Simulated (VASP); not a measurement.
# MgS (F-43m) in VASP: notebook

The runs below take MgS through single point, with LDA.

All numbers are computed with VASP 6.6.1; they aren't measurements. Logs are shortened: lines on timing, memory, paths and dates and some standing lists are left out, and cuts for length are marked.

**1. The crystal as given**

Symmetry: F-43m, No. 216, cubic system. Conventional cell: a = 5.666 Å, b = 5.666 Å, c = 5.666 Å, α = 90.00°, β = 90.00°, γ = 90.00°. S (site symmetry -43m) has 4 Mg at 2.45 Å as nearest neighbours. Mg (site symmetry -43m) has 4 S at 2.45 Å as nearest neighbours.

The cell comes from a database or a generator and needn't be the stable form of this composition.

**2. Single point, LDA**

INCAR

```
  ADDGRID = False
  ALGO = Normal
  EDIFF = 1E-6
  ENCUT = 550
  GGA = CA
  ISIF = 2
  ISMEAR = 0
  LASPH = True
  LCHARG = False
  LREAL = False
  LWAVE = False
  NELM = 100
  PREC = Accurate
  SIGMA = 0.05
```

KPOINTS

```
k-points
0
Gamma
  2 2 2
```

POSCAR

```
MgS
1.0
    0.0000000000      2.8331200468      2.8331200468
    2.8331200468      0.0000000000      2.8331200468
    2.8331200468      2.8331200468      0.0000000000
S Mg
1 1
Direct
    0.2500000000      0.2500000000      0.2500000000
    0.0000000000      0.0000000000      0.0000000000
```

Potentials or basis: VASP PAW LDA potentials, release 64 (S, Mg).

On the command line:

```console
$ cat potpaw_LDA.64/S/POTCAR potpaw_LDA.64/Mg/POTCAR > POTCAR
$ mpirun -np 1 vasp_std > vasp.out
```

OUTCAR:

```text
EDIFF = 1E-6
   ENCUT = 550
   GGA = CA
   ISIF = 2
   ISMEAR = 0
   LASPH = True
   LREAL = False
   NELM = 100
   PREC = Accurate

 Found      3 irreducible k-points:

 Following reciprocal coordinates:
            Coordinates               Weight
  0.000000  0.000000  0.000000      1.000000
  0.500000  0.000000  0.000000      4.000000
  0.500000  0.500000  0.000000      3.000000
   k-points           NKPTS =      3   k-points in BZ     NKDIM =      3   number of bands    NBANDS=      8
   number of dos      NEDOS =    301   number of ions     NIONS =      2
   total plane-waves  NPLWV =  32768
   dimension x,y,z NGX =    32 NGY =   32 NGZ =   32
   dimension x,y,z NGXF=    64 NGYF=   64 NGZF=   64
   ions per type =               1   1
   NGX,Y,Z   is equivalent  to a cutoff of  13.28, 13.28, 13.28 a.u.
   NGXF,Y,Z  is equivalent  to a cutoff of  26.56, 26.56, 26.56 a.u.
 SYSTEM =  unknown system
   PREC   = accura    normal or accurate (medium, high low for compatibility)
   ISTART =      0    job   : 0-new  1-cont  2-samecut
   ICHARG =      2    charge: 1-file 2-atom 10-const
   ISPIN  =      1    spin polarized calculation?
   LNONCOLLINEAR =      F non collinear calculations
   LSORBIT =      F    spin-orbit coupling
   LASPH  =      T    aspherical Exc in radial PAW
   ENCUT  =  550.0 eV  40.42 Ry    6.36 a.u.   7.66  7.66  7.66*2*pi/ulx,y,z
   NELM   =    100;   NELMIN=  2; NELMDL= -5     # of ELM steps
   EDIFF  = 0.1E-05   stopping-criterion for ELM
   LREAL  =      F    real-space projection
   EDIFFG = 0.1E-04   stopping-criterion for IOM
   NSW    =      0    number of steps for IOM
   IBRION =     -1    ionic relax: 0-MD 1-quasi-New 2-CG
   NFREE  =      0    steps in history (QN), initial steepest desc. (CG)
   ISIF   =      2    stress and relaxation
   ISYM   =      2    0-nonsym 1-usesym 2-fastsym
   POTIM  = 0.5000    time-step for ionic-motion
   TEBEG  =    0.0;   TEEND  =   0.0 temperature during run
   PSTRESS=    0.0 pullay stress
   NELECT =       8.0000    total number of electrons
   NUPDOWN=      -1.0000    fix difference up-down
   EMIN   =  10.00;   EMAX   =-10.00  energy-range for DOS
   EFERMI =   0.00;   METHOD = LEGACY
   ISMEAR =     0;   SIGMA  =   0.05  broadening in eV -4-tet -1-fermi 0-gaus
   EFERMI_NEDOS =   21; number of points for ismear=-14 and -15
   IALGO  =     38    algorithm
   IMIX   =      4    mixing-type and parameters
     AMIX     =   0.40;   BMIX     =  1.00
     AMIX_MAG =   1.60;   BMIX_MAG =  1.00
  volume/ion in A,a.u.               =      22.74       153.46
  Fermi-wavevector in a.u.,A,eV,Ry     =   0.917269  1.733386 11.447692  0.841382
  Thomas-Fermi vector in A             =   2.042218
   LORBIT       =      0    0 simple, 1 ext, 2 COOP (PROOUT), +10 PAW based schemes
   GGA     = CA    functional components
   LHFCALC =     F    Hartree Fock is set to
   AEXX    =    0.0000 exact exchange contribution
   IVDW    =     0    specifies the selected vdW correction
   LEPSILON=     F    determine dielectric tensor
   LRPA    =     F    only Hartree local field effects (RPA)
 non-spin polarized calculation
 Gauss-broadening in eV      SIGMA  =   0.05
  energy-cutoff  :      550.00
  volume of cell :       45.48
 maximum number of plane-waves:      1363
 NGX is ok and might be reduce to    32
   NGX = 15   NGY = 15   NGZ = 15

 number of electron       8.0000000 magnetization

 Free energy of the ion-electron system (eV)
  ---------------------------------------------------
  ext. energy  EPLUGINS =         0.00000000
  ---------------------------------------------------
  free energy    TOTEN  =        -8.59745860 eV

  energy without entropy =       -8.59745860  energy(sigma->0) =       -8.59745860

 E-fermi :   1.4763     XC(G=0):  -8.6748

 val. band max:        1.1810168555   @ k =   0.0000   0.0000   0.0000
 cond. band min:       4.1878163044   @ k =   0.0000   0.0000   0.0000
 fundamental gap:      3.0067994489
 Fermi energy:         1.4763061797

 k-point     1 :       0.0000    0.0000    0.0000
  band No.  band energies     occupation
      1     -10.0394      2.00000
      2       1.1810      2.00000
      3       1.1810      2.00000
      4       1.1810      2.00000
      5       4.1878      0.00000
      6       8.7244      0.00000
      7       8.7244      0.00000
      8       8.7244      0.00000

 k-point     2 :       0.5000    0.0000    0.0000
  band No.  band energies     occupation
      1      -9.3068      2.00000
      2      -2.1478      2.00000
      3       0.8338      2.00000
      4       0.8338      2.00000
      5       5.8321      0.00000
      6       8.4100      0.00000
      7       8.4100      0.00000
      8       9.3922      0.00000

 k-point     3 :       0.5000    0.5000    0.0000
  band No.  band energies     occupation
      1      -9.0701      2.00000
      2      -1.8065      2.00000
      3       0.0789      2.00000
      4       0.0789      2.00000
      5       4.5890      0.00000
      6       6.3824      0.00000
      7      11.9607      0.00000
      8      12.9814      0.00000

------------------------ aborting loop because EDIFF is reached ----------------------------------------

  FORCE on cell =-STRESS in cart. coord.  units (eV):
  Direction    XX          YY          ZZ          XY          YZ          ZX
  --------------------------------------------------------------------------------------
  -------------------------------------------------------------------------------------
  Total        0.1999264      0.1999264      0.1999264      0.0000000      0.0000000     -0.0000000
  in kB        7.0429699      7.0429699      7.0429699      0.0000000      0.0000000     -0.0000000
  external PRESSURE =       7.0429699 kB  Pullay stress =       0.0000000 kB

 VOLUME and BASIS-vectors are now :
 -----------------------------------------------------------------------------
  energy-cutoff  :      550.00
  volume of cell :       45.48
      direct lattice vectors                 reciprocal lattice vectors
     0.000000000  2.833120047  2.833120047    -0.176483874  0.176483874  0.176483874
     2.833120047  0.000000000  2.833120047     0.176483874 -0.176483874  0.176483874
     2.833120047  2.833120047  0.000000000     0.176483874  0.176483874 -0.176483874

 POSITION                                       TOTAL-FORCE (eV/Angst)
 -----------------------------------------------------------------------------------
      1.41656      1.41656      1.41656        -0.000000     -0.000000     -0.000000
      0.00000      0.00000      0.00000         0.000000      0.000000      0.000000
 -----------------------------------------------------------------------------------
    total drift:                               -0.000000     -0.000000     -0.000000

  FREE ENERGIE OF THE ION-ELECTRON SYSTEM (eV)
  ---------------------------------------------------
  free  energy   TOTEN  =        -8.5974585987 eV

  energy  without entropy=       -8.5974585987  energy(sigma->0) =       -8.59745860
```

It used 2.5 s of CPU time on 1 thread of Intel(R) Xeon(R) Platinum 8559C (Emerald Rapids), with other jobs on the host, which was overloaded at the time.

These settings aren't checked as converged: the numbers below hold their error.

Results:

* Free energy: -8.5975 eV
* Pressure: 0.7 GPa
* Band gap on the k mesh: 3.01 eV, direct

Caveat: the k mesh is coarse (spacing up to 0.96 Å⁻¹), so the values aren't converged.

**3. Single point, LDA**

INCAR is that of step 2.

KPOINTS is that of step 2.

POSCAR

```
MgS
1.0
    0.0000000000      2.8331200468      2.8331200468
    2.8331200468      0.0000000000      2.8331200468
    2.8331200468      2.8331200468      0.0000000000
S Mg
1 1
Direct
    0.2346630000      0.2748010000      0.2357280000
   -0.0216520000      0.0237760000     -0.0317750000
```

Potentials or basis: VASP PAW LDA potentials, release 64 (S, Mg).

On the command line:

```console
$ cat potpaw_LDA.64/S/POTCAR potpaw_LDA.64/Mg/POTCAR > POTCAR
$ mpirun -np 1 vasp_std > vasp.out
```

OUTCAR:

```text
EDIFF = 1E-6
   ENCUT = 550
   GGA = CA
   ISIF = 2
   ISMEAR = 0
   LASPH = True
   LREAL = False
   NELM = 100
   PREC = Accurate

 Found      8 irreducible k-points:

 Following reciprocal coordinates:
            Coordinates               Weight
  0.000000  0.000000  0.000000      1.000000
  0.500000  0.000000  0.000000      1.000000
  0.000000  0.500000  0.000000      1.000000
  0.000000  0.000000  0.500000      1.000000
  0.500000  0.500000  0.500000      1.000000
  0.500000  0.500000  0.000000      1.000000
   k-points           NKPTS =      8   k-points in BZ     NKDIM =      8   number of bands    NBANDS=      8
   number of dos      NEDOS =    301   number of ions     NIONS =      2
   total plane-waves  NPLWV =  32768
   dimension x,y,z NGX =    32 NGY =   32 NGZ =   32
   dimension x,y,z NGXF=    64 NGYF=   64 NGZF=   64
   ions per type =               1   1
   NGX,Y,Z   is equivalent  to a cutoff of  13.28, 13.28, 13.28 a.u.
   NGXF,Y,Z  is equivalent  to a cutoff of  26.56, 26.56, 26.56 a.u.
 SYSTEM =  unknown system
   PREC   = accura    normal or accurate (medium, high low for compatibility)
   ISTART =      0    job   : 0-new  1-cont  2-samecut
   ICHARG =      2    charge: 1-file 2-atom 10-const
   ISPIN  =      1    spin polarized calculation?
[... 62 lines left out ...]
 k-point     1 :       0.0000    0.0000    0.0000
  band No.  band energies     occupation
      1     -10.0409      2.00000
      2       1.0825      2.00000
      3       1.1562      2.00000
      4       1.3009      2.00000
      5       4.1837      0.00000
      6       8.7168      0.00000
      7       8.7239      0.00000
      8       8.7457      0.00000
[... 45 lines left out ...]
 k-point     6 :       0.5000    0.5000    0.0000
  band No.  band energies     occupation
      1      -9.0718      2.00000
      2      -1.8111      2.00000
      3       0.0609      2.00000
      4       0.1056      2.00000
      5       4.5850      0.00000
      6       6.3750      0.00000
      7      11.9388      0.00000
      8      12.9891      0.00000

 [... further k-points ...]

------------------------ aborting loop because EDIFF is reached ----------------------------------------

  FORCE on cell =-STRESS in cart. coord.  units (eV):
  Direction    XX          YY          ZZ          XY          YZ          ZX
  --------------------------------------------------------------------------------------
  -------------------------------------------------------------------------------------
  Total        0.2493107      0.2353130      0.2677747     -0.0407399     -0.2208797     -0.2941411
  in kB        8.7826713      8.2895624      9.4331163     -1.4351771     -7.7811089    -10.3619482
  external PRESSURE =       8.8351166 kB  Pullay stress =       0.0000000 kB

 VOLUME and BASIS-vectors are now :
 -----------------------------------------------------------------------------
  energy-cutoff  :      550.00
  volume of cell :       45.48
      direct lattice vectors                 reciprocal lattice vectors
     0.000000000  2.833120047  2.833120047    -0.176483874  0.176483874  0.176483874
     2.833120047  0.000000000  2.833120047     0.176483874 -0.176483874  0.176483874
     2.833120047  2.833120047  0.000000000     0.176483874  0.176483874 -0.176483874

 POSITION                                       TOTAL-FORCE (eV/Angst)
 -----------------------------------------------------------------------------------
      1.44639      1.33267      1.44337        -0.251992     -0.334783     -0.046081
      2.81046      5.51487      2.83914         0.251992      0.334783      0.046081
 -----------------------------------------------------------------------------------
    total drift:                               -0.000024     -0.000123      0.000000

  FREE ENERGIE OF THE ION-ELECTRON SYSTEM (eV)
  ---------------------------------------------------
  free  energy   TOTEN  =        -8.5785009391 eV

  energy  without entropy=       -8.5785009391  energy(sigma->0) =       -8.57850094
```

OSZICAR:

```text
N       E                     dE             d eps       ncg     rms          rms(c)
DAV:   1     0.244781767942E+02    0.24478E+02   -0.32745E+03   128   0.798E+02
DAV:   2    -0.823848481291E+01   -0.32717E+02   -0.29160E+02   192   0.102E+02
DAV:   3    -0.939143206309E+01   -0.11529E+01   -0.11529E+01   144   0.273E+01
DAV:   4    -0.939821754570E+01   -0.67855E-02   -0.67855E-02   208   0.245E+00
DAV:   5    -0.939822168692E+01   -0.41412E-05   -0.41412E-05   168   0.643E-02    0.418E+00
DAV:   6    -0.867465427050E+01    0.72357E+00   -0.18974E+00   128   0.663E+00    0.337E+00
DAV:   7    -0.858336154407E+01    0.91293E-01   -0.38438E-01   176   0.302E+00    0.251E+00
DAV:   8    -0.857852878693E+01    0.48328E-02   -0.11574E-02   128   0.976E-01    0.724E-01
DAV:   9    -0.857837364134E+01    0.15515E-03   -0.65423E-04   176   0.167E-01    0.322E-01
DAV:  10    -0.857849777129E+01   -0.12413E-03   -0.83612E-05   160   0.647E-02    0.144E-02
DAV:  11    -0.857850073106E+01   -0.29598E-05   -0.18889E-06   208   0.101E-02    0.262E-02
DAV:  12    -0.857850093910E+01   -0.20804E-06   -0.56046E-07   168   0.445E-03
   1 F= -.85785009E+01 E0= -.85785009E+01  d E =-.337165E-14
```

stdout:

```text
POSCAR found type information on POSCAR S Mg
 POSCAR found :  2 types and       2 ions
 scaLAPACK will be used
 LDA part: xc-table for (Slater(with rela. corr.)+CA(PZ))
 , standard interpolation
 POSCAR, INCAR and KPOINTS ok, starting setup
 FFT: planning ... GRIDC
 FFT: planning ... GRID_SOFT
 FFT: planning ... GRID
 WAVECAR not read
 entering main loop
```

It used 2.6 s of CPU time on 1 thread of Intel(R) Xeon(R) Platinum 8559C (Emerald Rapids), with other jobs on the host, which was overloaded at the time.

The run converged, but some of its settings lie outside the range that counts as converged, so its numbers aren't taken as properties of the crystal.

Results:

```
Free energy            : -8.5785 eV
Pressure               : 0.9 GPa
Largest force          : 0.422 eV/Å
Band gap on the k mesh : 2.88 eV, direct
```

Caveat: the k mesh is coarse (spacing up to 0.96 Å⁻¹), so the values aren't converged.
